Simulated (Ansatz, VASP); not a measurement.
# ZnO (zincite) in two plane-wave programs

Aim: how closely do two programs agree when they are given the same cell, functional and k mesh?

Program: Ansatz 0.2.0. Level of theory: plane waves, with VASP 6.6.1 beside it; single point at PBEsol. Results are calculated unless marked as measured.

## 1. The starting structure

The structure is hexagonal, space group P6_3mc (No. 186). The conventional cell has a = 3.249 Å, b = 3.249 Å, c = 5.206 Å, α = 90.00°, β = 90.00°, γ = 120.00°. Zn has 4 O at 1.97 to 1.98 Å nearest. O has 4 Zn at 1.97 to 1.98 Å nearest. Farther neighbours and most contacts between anions are not listed.

## 2. VASP: single point, PBEsol

A single point gives forces, pressure and levels at one fixed geometry, so differences don't come from the geometry; what else differs is listed under the comparison.

Lines of VASP's logs that name or quote its potential files are left out, and so is its time.

INCAR

```
SYSTEM = ZnO
PREC = Accurate
ENCUT = 520
EDIFF = 1E-05
NELM = 100
ISMEAR = 0
SIGMA = 0.05
LREAL = .FALSE.
ALGO = Normal
GGA = PS
NBANDS = 24
LORBIT = 11
LWAVE = .FALSE.
LCHARG = .FALSE.
KPAR = 8
```

POSCAR

```
ZnO
1.0
    3.2493080000      0.0000000000      0.0000000000
   -1.6246540000      2.8139832727      0.0000000000
    0.0000000000      0.0000000000      5.2057090000
Zn O
2 2
Direct
    0.6666666667      0.3333333333      0.0000000000
    0.3333333333      0.6666666667      0.5000000000
    0.3333333333      0.6666666667      0.8790100000
    0.6666666667      0.3333333333      0.3790100000
```

KPOINTS

```
Automatic mesh
0
Gamma
12 12 6
0 0 0
```

Potentials, in the order of the species: Zn and O (PBE family, release 64).

The run is started by

```console
$ mpirun -np 8 vasp_std
```

Numbers of over 12 decimals in the logs are rounded to 6 here.

The program printed:

```text
[banner, memory and clock lines left out]
running    8 mpi-ranks, on    1 nodes
 distrk:  each k-point on    1 cores,    8 groups
 distr:  one band on    1 cores,    1 groups

 POSCAR found type information on POSCAR ZnO
 POSCAR found :  2 types and       4 ions
|                                                                             |
|           W    W    AA    RRRRR   N    N  II  N    N   GGGG   !!!           |
|           W    W   A  A   R    R  NN   N  II  NN   N  G    G  !!!           |
|           W    W  A    A  R    R  N N  N  II  N N  N  G       !!!           |
|           W WW W  AAAAAA  RRRRR   N  N N  II  N  N N  G  GGG   !            |
|           WW  WW  A    A  R   R   N   NN  II  N   NN  G    G                |
|           W    W  A    A  R    R  N    N  II  N    N   GGGG   !!!           |
|                                                                             |
|     For optimal performance we recommend to set                             |
|       NCORE = 2 up to number-of-cores-per-socket                            |
|     NCORE specifies how many cores store one orbital (NPAR=cpu/NCORE).      |
|     This setting can greatly improve the performance of VASP for DFT.       |
|     The default, NCORE=1 might be grossly inefficient on modern             |
|     multi-core architectures or massively parallel machines. Do your        |
|     Unfortunately you need to use the default for GW and RPA                |
|     calculations (for HF NCORE is supported but not extensively tested      |
|     yet).                                                                   |
|                                                                             |

|                                                                             |
|               ----> ADVICE to this user running VASP <----                  |
|                                                                             |
|     You enforced a specific xc type in the INCAR file but a different       |
|     [... a line on the potential file left out ...]
|     I HOPE YOU KNOW WHAT YOU ARE DOING!                                     |
|                                                                             |

 LDA part: xc-table for (Slater+PW92), standard interpolation
 POSCAR, INCAR and KPOINTS ok, starting setup
 FFT: planning ... GRIDC
 FFT: planning ... GRID_SOFT
 FFT: planning ... GRID
 WAVECAR not read
 entering main loop
       N       E                     dE             d eps       ncg     rms          rms(c)
DAV:   1     0.283270130070E+03    0.28327E+03   -0.18533E+04  3664   0.218E+03
DAV:   2     0.584924080291E+01   -0.27742E+03   -0.26408E+03  3992   0.424E+02
DAV:   3    -0.217750388010E+02   -0.27624E+02   -0.27405E+02  4200   0.140E+02
DAV:   4    -0.222070952090E+02   -0.43206E+00   -0.43185E+00  4128   0.186E+01
DAV:   5    -0.222097294859E+02   -0.26343E-02   -0.26342E-02  4232   0.139E+00    0.140E+01
DAV:   6    -0.193080260228E+02    0.29017E+01   -0.77661E+00  6384   0.655E+01    0.906E+00
DAV:   7    -0.194510209833E+02   -0.14299E+00   -0.23749E+00  3784   0.169E+01    0.536E+00
DAV:   8    -0.194544301749E+02   -0.34092E-02   -0.59390E-01  5224   0.750E+00    0.162E+00
DAV:   9    -0.194046495308E+02    0.49781E-01   -0.11192E-01  5584   0.637E+00    0.355E-01
DAV:  10    -0.194067495797E+02   -0.21000E-02   -0.41848E-02  3680   0.146E+00    0.120E-01
DAV:  11    -0.194067272592E+02    0.22321E-04   -0.98965E-04  4976   0.398E-01    0.287E-02
DAV:  12    -0.194067548208E+02   -0.27562E-04   -0.66909E-05  4592   0.172E-01    0.204E-02
DAV:  13    -0.194067523992E+02    0.24216E-05   -0.12240E-05  2728   0.972E-02
   1 F= -.19406752E+02 E0= -.19406752E+02  d E =-.389455E-12
```

Parts of OUTCAR (step 2):

```text
ion  position               nearest neighbor table
   1  0.667  0.333  0.000-   4 1.97   3 1.98   3 1.98   3 1.98
   2  0.333  0.667  0.500-   3 1.97   4 1.98   4 1.98   4 1.98
   3  0.333  0.667  0.879-   2 1.97   1 1.98   1 1.98   1 1.98
   4  0.667  0.333  0.379-   1 1.97   2 1.98   2 1.98   2 1.98

  LATTYP: Found a hexagonal cell.
 ALAT       =     3.2493080000
 C/A-ratio  =     1.6020977390

 Subroutine GETGRP returns: Found 12 space group operations
 (whereof  6 operations were pure point group operations)

The static configuration has the point symmetry C_3v.
 The point group associated with its full space group is C_6v.

 Found     76 irreducible k-points:

   k-points           NKPTS =     76   k-points in BZ     NKDIM =     76   number of bands    NBANDS=     24

   dimension x,y,z NGX =    24 NGY =   24 NGZ =   40
   dimension x,y,z NGXF=    48 NGYF=   48 NGZF=   80

   ENCUT  =  520.0 eV  38.22 Ry    6.18 a.u.   6.04  6.04  9.68*2*pi/ulx,y,z

   NELECT =      36.0000    total number of electrons

 k-points in reciprocal lattice and weights: Automatic mesh
   0.00000000  0.00000000  0.00000000       0.001
   0.08333333  0.00000000  0.00000000       0.007
   0.16666667  0.00000000  0.00000000       0.007
   0.25000000  0.00000000  0.00000000       0.007
   0.33333333 -0.00000000  0.00000000       0.007
   0.41666667  0.00000000  0.00000000       0.007
   0.50000000  0.00000000  0.00000000       0.003
   0.08333333  0.08333333  0.00000000       0.007
   0.16666667  0.08333333  0.00000000       0.014
[...]
0.33333333  0.25000000  0.50000000       0.014
   0.33333333  0.33333333  0.50000000       0.002

 average (electrostatic) potential at core
       1 -35.6514       2 -35.6514       3 -73.1900       4 -73.1900

 E-fermi :   1.2642

 k-point     1 :       0.0000    0.0000    0.0000
  band No.  band energies     occupation
    ...
     14       0.2274      2.00000
     15       0.2274      2.00000
     16       0.9741      2.00000
     17       1.0466      2.00000
     18       1.0466      2.00000
     19       1.7308      0.00000
     20       6.1453      0.00000
     21       9.1869      0.00000
     22      13.7635      0.00000
     23      13.7635      0.00000
    ...

 k-point     2 :       0.0833    0.0000    0.0000
  band No.  band energies     occupation
    ...
     14      -0.0317      2.00000
     15       0.1323      2.00000
     16       0.5454      2.00000
     17       0.9272      2.00000
     18       0.9969      2.00000
     19       2.3241      0.00000
     20       6.4437      0.00000
     21       9.1802      0.00000
     22      13.0016      0.00000
     23      13.8332      0.00000
    ...

 k-point     3 :       0.1667    0.0000    0.0000
  band No.  band energies     occupation
    ...
     14      -0.6930      2.00000
     15      -0.1258      2.00000
     16      -0.0825      2.00000
     17       0.7831      2.00000
     18       0.8563      2.00000
     19       3.2339      0.00000
     20       7.1722      0.00000
     21       9.1527      0.00000
     22      11.6934      0.00000
     23      13.4717      0.00000
    ...

  Total       -0.4044183     -0.4044183      0.1111758      0.0000000      0.0000000      0.0000000
  in kB      -13.6128503    -13.6128503      3.7422133      0.0000000      0.0000000      0.0000000
  external PRESSURE =      -7.8278291 kB  Pullay stress =       0.0000000 kB

  energy-cutoff  :      520.00
  volume of cell :       47.60
      direct lattice vectors                 reciprocal lattice vectors
     3.249308000  0.000000000  0.000000000     0.307757836  0.177684070  0.000000000
    -1.624654000  2.813983273  0.000000000     0.000000000  0.355368139  0.000000000
     0.000000000  0.000000000  5.205709000     0.000000000  0.000000000  0.192096792

 POSITION                                       TOTAL-FORCE (eV/Angst)
 -----------------------------------------------------------------------------------
      1.62465      0.93799      0.00000         0.000000      0.000000     -0.065977
     -0.00000      1.87599      2.60285        -0.000000      0.000000     -0.065977
     -0.00000      1.87599      4.57587        -0.000000      0.000000      0.065977
      1.62465      0.93799      1.97302         0.000000      0.000000      0.065977
 -----------------------------------------------------------------------------------
    total drift:                               -0.000000     -0.000000     -0.000187

  FREE ENERGIE OF THE ION-ELECTRON SYSTEM (eV)
  ---------------------------------------------------
  free  energy   TOTEN  =       -19.4067523992 eV

  energy  without entropy=      -19.4067523992  energy(sigma->0) =      -19.40675240

 total charge
# of ion       s       p       d       tot
------------------------------------------
    1        0.463   0.495   9.903  10.860
    2        0.463   0.495   9.903  10.860
    3        1.544   3.437   0.000   4.981
    4        1.544   3.437   0.000   4.981
--------------------------------------------------
tot          4.014   7.863  19.806  31.683

[... 3 further parts left out ...]
```

The run ends at a pressure of -0.78 GPa, with forces up to 0.066 eV/Å.

## 3. Ansatz: single point, PBEsol

Ansatz runs on its default PAW (the set named soft_2) files.

The same cell, functional, mesh and smearing now go to Ansatz, which takes its cutoff from its data sets.

input.yaml

```yaml
crystal:
  lattice:
    - [3.249308, 0.0, 0.0]
    - [-1.624654, 2.8139832727, 0.0]
    - [0.0, 0.0, 5.205709]
  atoms:
    - { symbol: Zn, position: [0.6666666667, 0.3333333333, 0.0] }
    - { symbol: Zn, position: [0.3333333333, 0.6666666667, 0.5] }
    - { symbol: O, position: [0.3333333333, 0.6666666667, 0.87901] }
    - { symbol: O, position: [0.6666666667, 0.3333333333, 0.37901] }
hamiltonian:
  xc: pbesol
  pseudopotentials: { kind: paw }
kpoints:
  mp_grid: { grid: [12, 12, 6] }
scf:
  occupations: { method: gaussian, width: 0.05 }
  n_extra_bands: 5
output:
  forces: true
  stress: true
  eigenvalues: true
```

The run is started by

```console
$ ansatz run input.yaml --threads 2 --pin off --max-ram 4608MiB --backend cpu --events-out ev --progress --plain --runs-dir out
```

The program printed:

```text
scf.n_extra_bands = 5 over 18 filled bands (N_el = 36.0): the run solves 23 bands
Engine: ansatz 0.2.0, aarch64-unknown-linux-gnu
Pseudopotentials: kind: paw
Pseudopotential: Zn, paw, valence charge 12, recommended cutoff 420 eV (normal), Zn.paw.azcp
Pseudopotential: O, paw, valence charge 6, recommended cutoff 420 eV (normal), O.paw.azcp
Functional definition: PBEsol
  exchange = pbesol_x
  correlation = pbesol_c
Crystal: 4 atoms, lattice volume = 47.598 Å³
Basis set: ecut = 420 eV, 941 PW (Γ), exchange–correlation on 48×48×72 points (8 copies of the dense FFT grid, shifted against one another)
Bands: 23, of which v1, the nominal top of the filled ones, is band 18 counted from 1 (17 counted from 0)
Symmetry: 12 space group operations
Space group: P63mc (ITA 186), of the structure as read, at distance tolerance 3.6e-5 Å
k-points: 76 of 864 (time reversal used)
Non-local potential: Zn, projectors of the file, l = 0: 2, l = 1: 2, l = 2: 3, l = 3: 1
Non-local potential: O, projectors of the file, l = 0: 2, l = 1: 2, l = 2: 1
PAW form: soft (Blöchl's): semilocal exchange-correlation on the pseudo side does not see the compensation charge
PAW frozen core: Zn, regenerated for the run's functional, and the local potential with it (the file was generated under x = pbe(κ = 0.804, μ = 0.219515), c = pbe(β = 0.066725))
PAW frozen core: O, regenerated for the run's functional, and the local potential with it (the file was generated under x = pbe(κ = 0.804, μ = 0.219515), c = pbe(β = 0.066725))
PAW one-centre angular grid: Zn, 590 points (default); XC on 64 Gauss nodes
PAW one-centre angular grid: O, 110 points (default); XC on 64 Gauss nodes
Initial density: superposition of atomic densities (neutral atoms: chi_scale 0, normalization atom), corrected by the library's trained network
Initial wavefunctions: pseudopotential atomic-orbital guess
Functional: x = pbesol(κ = 0.804, μ = 0.123457), c = pbesol(β = 0.046)
SCF iter   1: F=—  HF=-7684.279599 eV  |F-HF|=—  |Δ(HF+E_count)|=         —  Δρ=1.58e-2  dr2=9.59e-2  ethr=1.77e-3  ⟨swp⟩=6.2  Hψ=7891  notcnv=0
preconditioner: auto → Resta (q_TF=auto, 2.604 Å⁻¹)  ε∞=6.9  [insulator: Δε(μ)=0.559 eV  Ē_g=13.278 eV  σ=0.050 eV  W_gap=1.00  n_scr=22 (ndim 8)  ℏωp=32.3 eV  f_vac=0.035  D(μ)=0.00/eV (n_scr^D=0)  ε∞_Penn≈6.9]
SCF iter   2: F=—  HF=-7684.254648 eV  |F-HF|=—  |Δ(HF+E_count)|=   2.50e-2  Δρ=2.15e-3  dr2=1.01e-3  ethr=2.66e-4  ⟨swp⟩=3.0  Hψ=4017  notcnv=0  defer=75
SCF iter   3: F=—  HF=-7684.254643 eV  |F-HF|=—  |Δ(HF+E_count)|=   5.41e-6  Δρ=1.14e-3  dr2=4.72e-4  ethr=2.79e-6  ⟨swp⟩=1.1  Hψ=1768  notcnv=0  defer=76
SCF iter   4: F=—  HF=-7684.254650 eV  |F-HF|=—  |Δ(HF+E_count)|=   7.36e-6  Δρ=4.86e-4  dr2=9.85e-5  ethr=1.31e-6  ⟨swp⟩=1.0  Hψ=1672  notcnv=0  defer=76
SCF iter   5: F=—  HF=-7684.254654 eV  |F-HF|=—  |Δ(HF+E_count)|=   4.20e-6  Δρ=1.64e-4  dr2=8.65e-6  ethr=2.74e-7  ⟨swp⟩=2.0  Hψ=2888  notcnv=0  defer=76
SCF iter   6: F=—  HF=-7684.254654 eV  |F-HF|=—  |Δ(HF+E_count)|=   1.58e-7  Δρ=2.75e-5  dr2=3.09e-7  ethr=2.40e-8  ⟨swp⟩=2.0  Hψ=2888  notcnv=0  defer=76
SCF iter   7: F=-7684.254654 eV  HF=-7684.254654 eV  |F-HF|=5.63e-8  |Δ(HF+E_count)|=   2.14e-8  Δρ=9.04e-6  dr2=3.98e-8  ethr=2.78e-10  ⟨swp⟩=7.9  Hψ=8024  notcnv=0
SCF 1 converged in 7 iterations: F = -7684.254654 eV  dr2 = 3.98e-8
  greatest PAW one-centre occupation: 0.987 electrons in one spin orbital (limit 2), on the Zn atom at site 1 (counted from 0), in its partial waves of l = 2
SCF converged after 7 iterations
Free energy (F): -7684.254654 eV
Harris-Foulkes:  -7684.254654 eV  (|F-HF|=5.63e-8)
Internal energy: -7684.254654 eV  (E = F + TS)
E sigma→0 (E₀):  -7684.254654 eV
Fermi energy:    7.412547 eV
--- Per-component energies (eV) ---
  E_band       = 59.519089
  E_kinetic    = 610.211405
  E_local      = -4002.072126  (includes V_loc(G=0)·N_el)
  E_nonlocal   = 1338.071719
  E_hartree    = 1639.906960
  E_xc         = -414.823333
  E_vxc        = -289.281441  (∫ρ·V_xc dr)
  E_paw        = -3894.624055  (= ΣΔE_a)
  E_vpaw       = -877.235801  (= ΣTr[D̂ρ^β])
  E_aug_tail   = 0.004234  (compensation charges beyond the density's cutoff)
  E_ewald      = -2962.594745
  E_core_change = 1.665286  (= ΣΔE_core)
  E_smearing   = -0.000000  (= −TS)
  E_closure    = -0.000000  (closes the sum)
  Σ components = -7684.254654   (vs F -7684.254654, Δ=0.00e0)
--- Forces (eV/Å), atoms counted from 1 ---
  atom   1  Zn     0.00000000     0.00000000    -0.06165515
  atom   2  Zn     0.00000000    -0.00000000    -0.06165515
  atom   3  O      0.00000000     0.00000000     0.06165864
  atom   4  O      0.00000000    -0.00000000     0.06165864
  max |Σ_I F_I| component: 6.98e-6 eV/Å
--- Stress (GPa, compression-positive) ---
       -2.001132       0.000000      -0.000000
        0.000000      -2.001132      -0.000000
       -0.000000      -0.000000      -0.345427
  P = ⅓ Tr σ = -1.4492 GPa (-14.492 kbar)
--- Band table (eV; the first three rows and the last of 76) ---
  k-point 0: bands = [... 14 lower, 6.2438, 6.9872, 7.0612, 7.0612, 7.7614, 12.1840, 15.2061, 19.8126, ... 1 higher]
  k-point 1: bands = [... 14 lower, 6.2995, 6.4103, 7.0071, 7.0071, 8.4288, 11.9533, 15.4124, 19.8146, ... 1 higher]
  k-point 2: bands = [... 14 lower, 6.4516, 6.4516, 6.8606, 6.8606, 9.4327, 11.3288, 16.0262, 18.4840, ... 1 higher]
  k-point 75: bands = [... 14 lower, 4.3543, 4.3543, 5.8254, 5.8254, 14.9280, 14.9280, 14.9905, 14.9905, ... 1 higher]
```

Wall time 7 s (2 threads of Arm Neoverse N1, shared host); peak memory 0.38 GiB; 14 s of CPU time.

The run ends at a pressure of -1.45 GPa, with forces up to 0.062 eV/Å.

## 4. Side by side

Known differences besides the potentials themselves: the cutoff is 420 eV in Ansatz and 520 eV in VASP; Ansatz makes its cores anew for this functional, VASP keeps those of its PBE data sets; VASP leaves aspherical gradient terms in its spheres out (LASPH is not set), Ansatz keeps them. Total energies have different zeros and are not compared.

The two programs side by side:

```
                                        quantity  Ansatz   VASP  difference
                                  pressure (GPa)   -1.45  -0.78       -0.67
pressure without Ansatz's Pulay correction (GPa)   -2.20  -0.78       -1.42
                          gap on the k mesh (eV)   0.700  0.684      +0.016
```

Forces (eV/Å; atoms numbered as in POSCAR):

```
atom        Ansatz x, y, z          VASP x, y, z
 Zn1  0.000, 0.000, -0.062  0.000, 0.000, -0.066
 Zn2  0.000, 0.000, -0.062  0.000, 0.000, -0.066
  O3   0.000, 0.000, 0.062   0.000, 0.000, 0.066
  O4   0.000, 0.000, 0.062   0.000, 0.000, 0.066
```

The forces differ by 2.5 meV/Å r.m.s., which is 6.5 % of the r.m.s. force of 0.04 eV/Å (both taken over all components). A gap on the mesh is an upper bound, since the band edges may lie between its points. Ansatz's pressure holds a Pulay correction of 0.76 GPa; VASP's holds none.

## 5. What came out

```
r.m.s. force difference (single point, PBEsol) : 2.5 meV/Å
difference in pressure (single point, PBEsol)  : -0.67 GPa
```

The difference in pressure is -0.67 GPa (single point, PBEsol), within the 1 GPa picked in this series as the mark of a large difference. 1 further run of this series is not shown here. How closely two codes agree says nothing of how well the functional describes the real material.

[Lines on the potential files, build, host, timing and source positions are cut from VASP's logs without a mark.]

[Logs are printed without paths, hosts, clocks, repeated set-up lines and the standing remarks that a program may print on its own settings, such as how far it seeks lower states.]

[Hosts, paths, dates, database ids (printed as entryN), source tags and the programs' standing remarks are cut or masked in the printed files.]
